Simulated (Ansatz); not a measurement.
**Exchange couplings of Gd (Im-3m)**

Geometry: a structure as deposited in COD; nothing is relaxed.

Settings: PBE, 12×12×12 k mesh, Fermi–Dirac smearing of 0.03 eV. AE-PAW is all-electron PAW in Ansatz 0.2.0 on datasets made for the crystal. Site moments are integrated in spheres about the atoms.

The input and its command:

```yaml
crystal:
  lattice:
    - [-2.025, 2.025, 2.025]
    - [2.025, -2.025, 2.025]
    - [2.025, 2.025, -2.025]
  atoms:
    - { symbol: Gd, position: [0.0, 0.0, 0.0], spin: 7.4 }
magnetization:
  spin_polarized: true
kpoints:
  mp_grid: { grid: [12, 12, 12] }
  band_path:
    path:
      - [0.0, 0.0, 0.0]
      - [0.5, -0.5, 0.5]
      - [0.0, 0.0, 0.5]
      - [0.0, 0.0, 0.0]
      - [0.25, 0.25, 0.25]
      - [0.5, -0.5, 0.5]
      - [0.25, 0.25, 0.25]
      - [0.0, 0.0, 0.5]
    npoints: 8
scf:
  occupations: { method: fermi_dirac, width: 0.03 }
hamiltonian:
  xc: pbe
  pseudopotentials: { kind: all_electron, datasets: crystal }
output:
  eigenvalues: false
  eigenstates:
    nscf_kmesh: { grid: [12, 12, 12] }
    top_band: c21
    exchange_couplings: { magnetic: [{ species: Gd }] }
```

Command: `ansatz run input.yaml --threads 2 --pin off --max-ram 5120MiB --backend cpu --events-out ev --progress --plain --runs-dir out`

Site moments (μB): Gd 7.36. Cell moment 7.66 μB.

Couplings come from the force theorem (directions of the magnetic atoms constrained, all else relaxed) on a 12×12×12 mesh, with E = −Σ J e_i·e_j over ordered pairs of unit vectors, so positive J favours parallel moments.

```
           pair  count  J AE-PAW (meV)  J, frozen-core files (meV)
Gd–Gd at 3.51 Å      8           -1.94                       -2.03
Gd–Gd at 4.05 Å      6           +0.81                       +0.79
Gd–Gd at 5.73 Å     12           +0.56                       +0.55
Gd–Gd at 6.72 Å     24           -0.22                       -0.21
Gd–Gd at 7.01 Å      8           -0.54                       -0.57
Gd–Gd at 8.10 Å      6           +0.75                       +0.77
Gd–Gd at 8.83 Å     24           +0.16                       +0.17
Gd–Gd at 9.06 Å     24           +0.15                       +0.15
```

The program reports that this state isn't the lowest of its own couplings. The gain of the softest rotation is smaller than what its band sum leaves out of a whole turn, though, so more bands could change its sign.

The couplings come from one mesh, and their convergence in k wasn't tested.

Without U a semilocal functional puts the f levels too near the Fermi level, which can change moments and the order of magnetic states; site and cell moments are spin moments. Spin–orbit coupling is left out although heavy atoms are present. With open f shells a run can end in a state that isn't the lowest. The program couldn't verify every level among the many empty bands that the force theorem sums over. The magnetic state is the one that this cell and start allow. It needn't be the compound's measured order, which may need a larger cell or be absent.
